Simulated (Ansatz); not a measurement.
The calculation used Ansatz, DFT PBE, scalar-relativistic, plane waves, PAW. All cells share a 420 eV cutoff and Γ-centred k meshes spaced at most about 0.3 Å⁻¹ (2π included). No spin polarisation.

All energies are static (0 K, no zero-point motion).

Two relaxed structures of Si₅Ge:

A. Space group Imm2 (No. 44), orthorhombic, a = 3.898 Å, b = 11.690 Å, c = 5.511 Å. Around Si on a site of symmetry m lie 4 Si at 2.37 Å; Si on a second site of symmetry m is surrounded by 3 Si at 2.37 Å and 1 Ge at 2.42 Å; around Si on a site of symmetry mm2 lie 2 Si at 2.37 Å and 2 Ge at 2.41 Å; Ge is surrounded by 4 Si at 2.41–2.42 Å.

B. Space group P-3m1 (No. 164), trigonal, a = 3.899 Å, c = 19.092 Å. Around Si on its first site lie 4 Si at 2.36–2.38 Å; Si on its second site has 4 Si at 2.37–2.38 Å; Si on its third site has 4 Si at 2.37–2.38 Å; around Si on its fourth site lie 4 Si at 2.37–2.38 Å; Ge has 3 Si at 2.40 Å and 1 Ge at 2.48 Å; 1 more site not described.

Task: Which form is favoured at zero pressure, and by what margin per atom?

Result: They are level within the accuracy (under 1 meV/atom apart). A has Si and Ge ordered on diamond sites, space group Imm2 (No. 44), 20.9 Å³/atom and a gap of 0.58 eV on its mesh; B has Si and Ge ordered on diamond sites, space group P-3m1 (No. 164), 20.9 Å³/atom and a gap of 0.54 eV. Counting Si atoms around Ge (those within 1.25 times the shortest such distance or 1.15 times the sum of covalent radii, 1.27 where that leaves under three), A has Ge 4 and B has Ge 3. Both come from invented guesses.

Kohn–Sham gaps at this level usually fall short of measured ones. Cells relaxed within their symmetry can be saddle points.
